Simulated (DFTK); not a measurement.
**Os in DFTK: convergence with k mesh**

Os:

```
Os
1.0
     2.73410    0.00000    0.00000
    -1.36705    2.36780    0.00000
     0.00000    0.00000    4.31970
Os
2
Direct
  0.66667 0.33333 0.75000
  0.33333 0.66667 0.25000
```

* Program: DFTK 0.8.2
* Task: convergence study
* Functional: PBEsol
* Potentials or basis: cp2k.nc.sr.pbe.v0_1.semicore.gth (PBE, GTH)
* Cutoff: 1116 eV
* k mesh: 2 × 2 × 1
* Occupations: fermi-dirac, width 0.02 eV
* Spin: collinear spin, antiferromagnetic start
* Starting moments: [1.0, -1.0] μB

These are the settings of the first run; the series varies k mesh, with any setting tied to it.

Hardware: 1 thread of AMD EPYC 9R45 96-Core Processor (Zen 5), with other jobs on the host.

| k mesh | energy less the tightest run, at zero smearing (meV/atom) | SCF cycles |
| --- | --- | --- |
| 2 × 2 × 1 | 529.46 | 21 |
| 3 × 3 × 2 | 491.80 | 18 |
| 5 × 5 × 3 | 57.13 | 15 |
| 7 × 7 × 4 | 32.15 | 16 |
| 8 × 8 × 4 | -21.58 | 16 |
| 10 × 10 × 5 | -3.05 | 17 |
| 12 × 12 × 7 | -6.24 | 17 |
| 14 × 14 × 8 | 0.00 | 17 |

Not settled before the last step: the energy (to 1 meV/atom). Meshes of other sizes hit other points, so gaps and Fermi surfaces needn't settle smoothly. The tightest run that finished is the yardstick and may itself not be fully converged.

Caveat, for the tightest run too: the cutoff is short for these potentials, so energies and forces aren't converged, fitted volumes are rough and the log's stress (off by 3 to 10 GPa or more in trials) isn't used. Spin-orbit coupling is left out, which matters for the levels of Os.
